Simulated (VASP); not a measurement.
Here is a VASP 6.6.1 calculation.

The input INCAR:

```
PREC = Accurate
ENCUT = 520
EDIFF = 1E-7
ISMEAR = -1
SIGMA = 0.05
LREAL = F
LASPH = T
NELM = 60
ALGO = Normal
ISIF = 2
LWAVE = F
LCHARG = F
METAGGA = LAK
LMIXTAU = T
```

KPOINTS

```
regular mesh
0
Gamma
  11 11 11
```

POSCAR

```
Al
1.0
    0.0000000000      2.0248050000      2.0248050000
    2.0248050000      0.0000000000      2.0248050000
    2.0248050000      2.0248050000      0.0000000000
Al
1
Direct
    0.0000000000      0.0000000000      0.0000000000
```

File KPOINTS_OPT:

```
path GXWKGLUWLK,UX
20
line-mode
reciprocal
 0.0000000000  0.0000000000  0.0000000000  G
 0.5000000000  0.0000000000  0.5000000000  X

 0.5000000000  0.0000000000  0.5000000000  X
 0.5000000000  0.2500000000  0.7500000000  W

 0.5000000000  0.2500000000  0.7500000000  W
 0.3750000000  0.3750000000  0.7500000000  K

 0.3750000000  0.3750000000  0.7500000000  K
 0.0000000000  0.0000000000  0.0000000000  G

 0.0000000000  0.0000000000  0.0000000000  G
 0.5000000000  0.5000000000  0.5000000000  L

 0.5000000000  0.5000000000  0.5000000000  L
 0.6250000000  0.2500000000  0.6250000000  U

 0.6250000000  0.2500000000  0.6250000000  U
 0.5000000000  0.2500000000  0.7500000000  W

 0.5000000000  0.2500000000  0.7500000000  W
 0.5000000000  0.5000000000  0.5000000000  L

 0.5000000000  0.5000000000  0.5000000000  L
 0.3750000000  0.3750000000  0.7500000000  K

 0.6250000000  0.2500000000  0.6250000000  U
 0.5000000000  0.0000000000  0.5000000000  X
```

Potentials or basis: VASP PAW PBE potentials, release 64 (Al).

Command:

```sh
$ cat potpaw_PBE.64/Al/POTCAR > POTCAR
$ mpirun -np 1 vasp_std > vasp.out
```

Task: Estimate the band gap along the path.

Result: None (metal or under the smearing width).

Task: What does it give for the pressure?

Result: -4.0 GPa.

Levels at the corners of the path, in eV from the Fermi level:
| point | band 1 | band 2 | band 3 | band 4 | band 5 |
| --- | --- | --- | --- | --- | --- |
| Γ | -12.00 | 13.50 | 13.50 | 13.50 | 15.47 |
| X | -3.21 | -1.66 | 5.49 | 6.11 | 6.11 |
| X | -3.21 | -1.66 | 5.49 | 6.11 | 6.11 |
| W | -0.97 | -0.97 | 0.00 | 1.62 | 17.00 |
| W | -0.97 | -0.97 | 0.00 | 1.62 | 17.00 |
| K | -2.09 | -1.57 | -0.24 | 7.16 | 8.90 |
| K | -2.09 | -1.57 | -0.24 | 7.16 | 8.90 |
| Γ | -12.00 | 13.50 | 13.50 | 13.50 | 15.47 |
| Γ | -12.00 | 13.50 | 13.50 | 13.50 | 15.47 |
| L | -5.09 | -4.56 | 12.22 | 12.22 | 12.55 |
| L | -5.09 | -4.56 | 12.22 | 12.22 | 12.55 |
| U | -2.09 | -1.57 | -0.24 | 7.16 | 8.90 |
| U | -2.09 | -1.57 | -0.24 | 7.16 | 8.90 |
| W | -0.97 | -0.97 | 0.00 | 1.62 | 17.00 |
| W | -0.97 | -0.97 | 0.00 | 1.62 | 17.00 |
| L | -5.09 | -4.56 | 12.22 | 12.22 | 12.55 |
| L | -5.09 | -4.56 | 12.22 | 12.22 | 12.55 |
| K | -2.09 | -1.57 | -0.24 | 7.16 | 8.90 |
| U | -2.09 | -1.57 | -0.24 | 7.16 | 8.90 |
| X | -3.21 | -1.66 | 5.49 | 6.11 | 6.11 |

Caveat: the PAW data sets were made with another functional, which shifts forces and pressure a little.
